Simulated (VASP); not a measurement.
# TePb (Fm-3m) in VASP: a series of runs, part 3 of 3

VASP 6.6.1. Earlier steps stand in the parts before.

## (5) Equation of state, r2SCAN, 31.71 Å³/atom (volume scaled by 0.94)

Input file INCAR:

```
ALGO = Normal
EDIFF = 1E-6
ENCUT = 520
ISIF = 2
ISMEAR = -1
LASPH = True
LCHARG = False
LMIXTAU = True
LREAL = False
LWAVE = False
METAGGA = R2SCAN
NELM = 60
PREC = Accurate
SIGMA = 0.05
```

Input file KPOINTS:

```
k-points
0
Gamma
  7 7 7
```

Input file POSCAR:

```
TePb
1.0
    0.0000000000      3.1650427173      3.1650427173
    3.1650427173      0.0000000000      3.1650427173
    3.1650427173      3.1650427173      0.0000000000
Pb Te
1 1
Direct
    0.0000000000      0.0000000000      0.0000000000
    0.5000000000      0.5000000000      0.5000000000
```

Potentials or basis: VASP PAW PBE potentials, release 64 (Pb_d, Te).

Command:

```sh
cat potpaw_PBE.64/Pb_d/POTCAR potpaw_PBE.64/Te/POTCAR > POTCAR
mpirun -np 1 vasp_std > vasp.out
```

OUTCAR:

```text
EDIFF = 1E-6
   ENCUT = 520
   ISIF = 2
   ISMEAR = -1
   LASPH = True
   LREAL = False
   METAGGA = R2SCAN
   NELM = 60
   PREC = Accurate

 Found     20 irreducible k-points:

 Following reciprocal coordinates:
            Coordinates               Weight
  0.000000  0.000000  0.000000      1.000000
  0.142857  0.000000  0.000000      8.000000
  0.285714  0.000000  0.000000      8.000000
  0.428571  0.000000  0.000000      8.000000
  0.142857  0.142857  0.000000      6.000000
  0.285714  0.142857  0.000000     24.000000
   k-points           NKPTS =     20   k-points in BZ     NKDIM =     20   number of bands    NBANDS=     14
   number of dos      NEDOS =    301   number of ions     NIONS =      2
   total plane-waves  NPLWV =  46656
   dimension x,y,z NGX =    36 NGY =   36 NGZ =   36
   dimension x,y,z NGXF=    72 NGYF=   72 NGZF=   72
   ions per type =               1   1
   NGX,Y,Z   is equivalent  to a cutoff of  13.37, 13.37, 13.37 a.u.
   NGXF,Y,Z  is equivalent  to a cutoff of  26.74, 26.74, 26.74 a.u.
 SYSTEM =  unknown system
   PREC   = accura    normal or accurate (medium, high low for compatibility)
   ISTART =      0    job   : 0-new  1-cont  2-samecut
   ICHARG =      2    charge: 1-file 2-atom 10-const
   ISPIN  =      1    spin polarized calculation?
   LNONCOLLINEAR =      F non collinear calculations
   LSORBIT =      F    spin-orbit coupling
   LASPH  =      T    aspherical Exc in radial PAW
   ENCUT  =  520.0 eV  38.22 Ry    6.18 a.u.   8.32  8.32  8.32*2*pi/ulx,y,z
   NELM   =     60;   NELMIN=  2; NELMDL= -5     # of ELM steps
   EDIFF  = 0.1E-05   stopping-criterion for ELM
   LREAL  =      F    real-space projection
   EDIFFG = 0.1E-04   stopping-criterion for IOM
   NSW    =      0    number of steps for IOM
   IBRION =     -1    ionic relax: 0-MD 1-quasi-New 2-CG
   NFREE  =      0    steps in history (QN), initial steepest desc. (CG)
   ISIF   =      2    stress and relaxation
   ISYM   =      2    0-nonsym 1-usesym 2-fastsym
   POTIM  = 0.5000    time-step for ionic-motion
   TEBEG  =    0.0;   TEEND  =   0.0 temperature during run
   PSTRESS=    0.0 pullay stress
   NELECT =      20.0000    total number of electrons
   NUPDOWN=      -1.0000    fix difference up-down
   EMIN   =  10.00;   EMAX   =-10.00  energy-range for DOS
   EFERMI =   0.00;   METHOD = LEGACY
   ISMEAR =    -1;   SIGMA  =   0.05  broadening in eV -4-tet -1-fermi 0-gaus
   EFERMI_NEDOS =   21; number of points for ismear=-14 and -15
   IALGO  =     38    algorithm
   IMIX   =      4    mixing-type and parameters
[... 21 lines left out ...]
 Free energy of the ion-electron system (eV)
  ---------------------------------------------------
  ext. energy  EPLUGINS =         0.00000000
  ---------------------------------------------------
  free energy    TOTEN  =       -82.61493647 eV

  energy without entropy =      -82.61493584  energy(sigma->0) =      -82.61493615

 E-fermi :   6.8604     XC(G=0): -10.1196

 val. band max:        6.2865492825   @ k =   0.4286   0.0000   0.0000
 cond. band min:       7.4330252268   @ k =   0.4286   0.0000   0.0000
 fundamental gap:      1.1464759443
 Fermi energy:         6.8603901934

 k-point     1 :       0.0000    0.0000    0.0000
  band No.  band energies     occupation
      1     -11.1380      2.00000
      2     -11.1380      2.00000
      3     -11.1196      2.00000
      4     -11.1196      2.00000
      5     -11.1196      2.00000
      6      -6.7307      2.00000
      7       0.9054      2.00000
      8       4.5925      2.00000
      9       4.5925      2.00000
     10       4.5925      2.00000
     11      10.7680      0.00000
     12      10.7680      0.00000
     13      10.7680      0.00000
     14      12.3772      0.00000
[... 71 lines left out ...]
      1     -11.1649      2.00000
      2     -11.1386      2.00000
      3     -11.1218      2.00000
      4     -11.1075      2.00000
      5     -11.1049      2.00000
      6      -6.0164      2.00000
      7      -0.9236      2.00000
      8       4.0604      2.00000
      9       4.1995      2.00000
     10       5.4815      2.00000
     11       8.3255      0.00000
     12      10.1061      0.00000
     13      10.2368      0.00000
     14      11.4280      0.00000

 [... further k-points ...]

------------------------ aborting loop because EDIFF is reached ----------------------------------------

  FORCE on cell =-STRESS in cart. coord.  units (eV):
  Direction    XX          YY          ZZ          XY          YZ          ZX
  --------------------------------------------------------------------------------------
  -------------------------------------------------------------------------------------
  Total        1.9667953      1.9667953      1.9667953      0.0000000      0.0000000     -0.0000000
  in kB       49.6936630     49.6936630     49.6936630      0.0000000      0.0000000     -0.0000000
  external PRESSURE =      49.6936630 kB  Pullay stress =       0.0000000 kB

 VOLUME and BASIS-vectors are now :
 -----------------------------------------------------------------------------
  energy-cutoff  :      520.00
  volume of cell :       63.41
      direct lattice vectors                 reciprocal lattice vectors
     0.000000000  3.165042717  3.165042717    -0.157975751  0.157975751  0.157975751
     3.165042717  0.000000000  3.165042717     0.157975751 -0.157975751  0.157975751
     3.165042717  3.165042717  0.000000000     0.157975751  0.157975751 -0.157975751

 POSITION                                       TOTAL-FORCE (eV/Angst)
 -----------------------------------------------------------------------------------
      0.00000      0.00000      0.00000         0.000000     -0.000000      0.000000
      3.16504      3.16504      3.16504        -0.000000      0.000000     -0.000000
 -----------------------------------------------------------------------------------
    total drift:                               -0.000000      0.000000      0.000000

  FREE ENERGIE OF THE ION-ELECTRON SYSTEM (eV)
  ---------------------------------------------------
  free  energy   TOTEN  =       -82.6149364689 eV

  energy  without entropy=      -82.6149358390  energy(sigma->0) =      -82.61493615
```

stdout:

```text
POSCAR found type information on POSCAR PbTe
 POSCAR found :  2 types and       2 ions
 scaLAPACK will be used
 -----------------------------------------------------------------------------
|                                                                             |
|                                                                             |
|     You enforced a specific xc type in the INCAR file but a different       |
|     I HOPE YOU KNOW WHAT YOU ARE DOING!                                     |
|                                                                             |
 -----------------------------------------------------------------------------

 LDA part: xc-table for (None), standard interpolation
 POSCAR, INCAR and KPOINTS ok, starting setup
 FFT: planning ... GRIDC
 FFT: planning ... GRID_SOFT
 FFT: planning ... GRID
 WAVECAR not read
 entering main loop
```

It took 50 s on 1 thread of Intel Xeon 6975P-C (Granite Rapids), shared host; peak memory 0.22 GiB.

What came out:

```yaml
Free_energy: -82.6149 eV
Pressure: 5.0 GPa
```

Caveat: this odd mesh misses L, where the gap lies, so gap, dielectric constants and Born charges aren't listed; the PAW data sets were made with another functional, which shifts forces and pressure a little.

## (6) Equation of state, r2SCAN, 32.38 Å³/atom (volume scaled by 0.96)

Edit INCAR of step 5 so:

```diff
@@ -11,3 +11,3 @@
 METAGGA = R2SCAN
-NELM = 60
+NELM = 100
 PREC = Accurate
```

KPOINTS is that of step 5.

Input file POSCAR:

```
TePb
1.0
    0.0000000000      3.1873324849      3.1873324849
    3.1873324849      0.0000000000      3.1873324849
    3.1873324849      3.1873324849      0.0000000000
Pb Te
1 1
Direct
    0.0000000000      0.0000000000      0.0000000000
    0.5000000000      0.5000000000      0.5000000000
```

Potentials or basis: VASP PAW PBE potentials, release 64 (Pb_d, Te).

Command:

```sh
cat potpaw_PBE.64/Pb_d/POTCAR potpaw_PBE.64/Te/POTCAR > POTCAR
mpirun -np 1 vasp_std > vasp.out
```

Wall time 50 s (1 thread of Intel Xeon 6975P-C (Granite Rapids), shared host); peak memory 0.21 GiB.

The run converged. Its results:

| Quantity | Value |
| --- | --- |
| Free energy | -82.6517 eV |
| Pressure | 3.7 GPa |

Caveat: this odd mesh misses L, where the gap lies, so gap, dielectric constants and Born charges aren't listed; the PAW data sets were made with another functional, which shifts forces and pressure a little.

## (7) Equation of state, r2SCAN, 33.05 Å³/atom (volume scaled by 0.98)

Input file INCAR:

```
SYSTEM = TePb
  PREC = Accurate
  ENCUT = 520
  EDIFF = 1E-6
  ISMEAR = -1
  SIGMA = 0.05
  LREAL = .False.
  LASPH = .True.
  NELM = 60
  ALGO = Normal
  ISIF = 2
  LWAVE = .False.
  LCHARG = .False.
  METAGGA = R2SCAN
  LMIXTAU = .True.
```

Input file KPOINTS:

```
Automatic mesh
0
Gamma
  7 7 7
  0 0 0
```

Input file POSCAR:

```
TePb
1.0
    0.0000000000      3.2093147829      3.2093147829
    3.2093147829      0.0000000000      3.2093147829
    3.2093147829      3.2093147829      0.0000000000
Pb Te
1 1
Direct
    0.0000000000      0.0000000000      0.0000000000
    0.5000000000      0.5000000000      0.5000000000
```

Command:

```sh
cat potpaw_PBE.64/Pb_d/POTCAR potpaw_PBE.64/Te/POTCAR > POTCAR
mpirun -np 1 vasp_std > vasp.out
```

It took 51 s on 1 thread of Intel Xeon 6975P-C (Granite Rapids), shared host; peak memory 0.22 GiB.

It converged, with:

```
Free energy : -82.6783 eV
Pressure    : 2.6 GPa
```

Caveat: this odd mesh misses L, where the gap lies, so gap, dielectric constants and Born charges aren't listed; the PAW data sets were made with another functional, which shifts forces and pressure a little.

## (8) Equation of state, r2SCAN, 34.40 Å³/atom (volume scaled by 1.02)

Input file INCAR:

```
PREC = Accurate ; ENCUT = 520
EDIFF = 1E-7 ; ISMEAR = -1
SIGMA = 0.05 ; LREAL = F
LASPH = T ; NELM = 80
ALGO = Normal ; ISIF = 2
LWAVE = F ; LCHARG = F
METAGGA = R2SCAN ; LMIXTAU = T
```

Input file KPOINTS:

```
Automatic mesh
0
Gamma
  7 7 7
```

Input file POSCAR:

```
TePb
1.0
    0.0000000000      3.2523979746      3.2523979746
    3.2523979746      0.0000000000      3.2523979746
    3.2523979746      3.2523979746      0.0000000000
Pb Te
1 1
Direct
    0.0000000000      0.0000000000      0.0000000000
    0.5000000000      0.5000000000      0.5000000000
```

Command:

```sh
cat potpaw_PBE.64/Pb_d/POTCAR potpaw_PBE.64/Te/POTCAR > POTCAR
mpirun -np 1 vasp_std > vasp.out
```

Wall time 59 s (1 thread of Intel Xeon 6975P-C (Granite Rapids), shared host); peak memory 0.22 GiB.

The run converged. Its results:

```
Free energy : -82.7048 eV
Pressure    : 0.6 GPa
```

Caveat: this odd mesh misses L, where the gap lies, so gap, dielectric constants and Born charges aren't listed; the PAW data sets were made with another functional, which shifts forces and pressure a little.

## (9) Equation of state, r2SCAN, 35.08 Å³/atom (volume scaled by 1.04)

Input file INCAR:

```
PREC = Accurate ; ENCUT = 520
EDIFF = 1E-6 ; ISMEAR = -1
SIGMA = 0.05 ; LREAL = False
LASPH = True ; NELM = 100
ALGO = Normal ; ISIF = 2
LWAVE = False ; LCHARG = False
METAGGA = R2SCAN ; LMIXTAU = True
```

KPOINTS is that of step 8.

Input file POSCAR:

```
TePb
1.0
    0.0000000000      3.2735180337      3.2735180337
    3.2735180337      0.0000000000      3.2735180337
    3.2735180337      3.2735180337      0.0000000000
Pb Te
1 1
Direct
    0.0000000000      0.0000000000      0.0000000000
    0.5000000000      0.5000000000      0.5000000000
```

Potentials or basis: VASP PAW PBE potentials, release 64 (Pb_d, Te).

Command:

```sh
cat potpaw_PBE.64/Pb_d/POTCAR potpaw_PBE.64/Te/POTCAR > POTCAR
mpirun -np 1 vasp_std > vasp.out
```

Wall time 60 s (1 thread of Intel Xeon 6975P-C (Granite Rapids), shared host); peak memory 0.22 GiB.

Results (log left out):

| Item | Value |
| --- | --- |
| Free energy | -82.7065 eV |
| Pressure | -0.3 GPa |

Caveat: this odd mesh misses L, where the gap lies, so gap, dielectric constants and Born charges aren't listed; the PAW data sets were made with another functional, which shifts forces and pressure a little.

## (10) Equation of state, r2SCAN, 35.75 Å³/atom (volume scaled by 1.06)

Input file INCAR:

```
PREC     = Accurate       # precision mode
ENCUT    = 520            # plane-wave cutoff, eV
EDIFF    = 1E-6           # SCF threshold, eV
ISMEAR   = -1             # smearing method
SIGMA    = 0.05           # smearing width, eV
LREAL    = False          # projectors in reciprocal space
LASPH    = True           # aspherical terms in the spheres
NELM     = 80             # most SCF steps
ALGO     = Normal         # electronic algorithm
ISIF     = 2              # what is computed and relaxed
LWAVE    = False          # write WAVECAR
LCHARG   = False          # write CHGCAR
METAGGA  = R2SCAN         # meta-GGA
LMIXTAU  = True
```

Input file KPOINTS:

```
regular mesh
0
Gamma
  7 7 7
```

Input file POSCAR:

```
TePb
1.0
    0.0000000000      3.2943690292      3.2943690292
    3.2943690292      0.0000000000      3.2943690292
    3.2943690292      3.2943690292      0.0000000000
Pb Te
1 1
Direct
    0.0000000000      0.0000000000      0.0000000000
    0.5000000000      0.5000000000      0.5000000000
```

Command:

```sh
cat potpaw_PBE.64/Pb_d/POTCAR potpaw_PBE.64/Te/POTCAR > POTCAR
mpirun -np 1 vasp_std > vasp.out
```

Run time: 58 s. Hardware: 1 thread of Intel Xeon 6975P-C (Granite Rapids), shared host; peak memory 0.22 GiB.

The run converged. Its results:

| Quantity | Value |
| --- | --- |
| Free energy | -82.7015 eV |
| Pressure | -1.1 GPa |

Caveat: this odd mesh misses L, where the gap lies, so gap, dielectric constants and Born charges aren't listed; the PAW data sets were made with another functional, which shifts forces and pressure a little.

## (11) Elastic constants, r2SCAN

Input file POSCAR:

```
TePb
1.0
    0.0000000000      3.2310000000      3.2310000000
    3.2310000000      0.0000000000      3.2310000000
    3.2310000000      3.2310000000      0.0000000000
Pb Te
1 1
Direct
    0.0000000000      0.0000000000      0.0000000000
    0.5000000000      0.5000000000      0.5000000000
```

Input file INCAR.step1:

```
ALGO = Normal
EDIFF = 1E-8
EDIFFG = -0.002
ENCUT = 600
IBRION = 2
ISIF = 3
ISMEAR = 0
LASPH = T
LCHARG = F
LMIXTAU = T
LREAL = F
LWAVE = F
METAGGA = R2SCAN
NELM = 100
NSW = 40
PREC = Accurate
SIGMA = 0.05
```

Input file INCAR.step2:

```
ALGO = Normal
EDIFF = 1E-8
ENCUT = 600
IBRION = 6
ISIF = 3
ISMEAR = 0
LASPH = T
LCHARG = F
LMIXTAU = T
LREAL = F
LWAVE = F
METAGGA = R2SCAN
NELM = 100
NFREE = 2
NSW = 1
POTIM = 0.015
PREC = Accurate
SIGMA = 0.05
```

Input file KPOINTS:

```
k-points
0
Gamma
  5 5 5
```

Command:

```sh
cat potpaw_PBE.64/Pb_d/POTCAR potpaw_PBE.64/Te/POTCAR > POTCAR
cp INCAR.step1 INCAR
mpirun -np 1 vasp_std > vasp.out
cp CONTCAR POSCAR
cp INCAR.step2 INCAR
mpirun -np 1 vasp_std > vasp.out
```

Run time: 24 min. Hardware: 1 thread of Intel Xeon 6975P-C (Granite Rapids), shared host; peak memory 0.32 GiB.

The run converged. Its results:

- Relaxed volume: 34.91 Å³/atom
- Relaxed cell: a = 4.622 Å, b = 4.622 Å, c = 4.622 Å, α = 60.00°, β = 60.00°, γ = 60.00°
- Space group after relaxing (to 0.05 Å): Fm-3m (No. 225)
- Elastic constants C11, C12, C44: 115, 7, 15 GPa
- Voigt bulk modulus: 43 GPa
- Highest phonon frequency at Γ, LO-TO splitting left out: 0 cm⁻¹
- Most unstable mode: 22i cm⁻¹

The path:
| step | energy change (eV) | largest force (eV/Å) | pressure (GPa) | volume (Å³) |
| --- | --- | --- | --- | --- |
| 1 | 0.0000 | 0.0000 | 1.58 | 67.46 |
| 2 | -0.0097 | 0.0000 | -0.55 | 70.77 |
| 3 | -0.0113 | 0.0000 | 0.01 | 69.82 |

Final structure:
```
Pb Te
1.0
     0.00000    3.26827    3.26827
     3.26827    0.00000    3.26827
     3.26827    3.26827    0.00000
Pb Te
1 1
Direct
  0.00000 0.00000 0.00000
  0.50000 0.50000 0.50000
```

Phonon frequencies in cm⁻¹ (negative: imaginary):
| q point | frequencies |
| --- | --- |
| (0.000, 0.000, 0.000) | -22 -22 -22 0 0 0 |

Elastic tensor in Voigt notation (GPa, in the Cartesian axes of the cell as first typed):
```
115   7   7   0   0   0
  7 115   7   0   0   0
  7   7 115   0   0   0
  0   0   0  15   0   0
  0   0   0   0  15   0
  0   0   0   0   0  15
```

Clamped-ion elastic tensor (GPa):
```
115   7   7   0   0   0
  7 115   7   0   0   0
  7   7 115   0   0   0
  0   0   0  15   0   0
  0   0   0   0  15   0
  0   0   0   0   0  15
```

Caveat: some modes are imaginary; this odd mesh misses L, where the gap lies, so gap, dielectric constants and Born charges aren't listed; the PAW data sets were made with another functional, which shifts forces and pressure a little.

## (12) For comparison

An earlier run on the cell as given: functional PBEsol; potentials or basis VASP PAW PBE potentials, release 64 (Pb_d, Te); cutoff 520 eV; k mesh 7 × 7 × 7; occupations fermi-dirac, width 0.05 eV; no spin polarisation.

- Pressure: -0.4 GPa

## (13) Comparison with measurements

Step 2. A measured gap of TePb is 0.19 eV (direct; 4.2 K; a printed reference work, monograph); the calculated 0.73 eV misses it by +0.54 eV. Spin-orbit coupling on Pb, Te is left out. The value is that of PBE, without temperature or zero-point motion.

Step 3. Against the measured gap of TePb, 0.19 eV (direct; 4.2 K; a printed reference work, monograph), the calculated 0.72 eV is off by +0.53 eV. Spin-orbit coupling on Pb, Te is left out. The value is that of AM05, without temperature or zero-point motion.
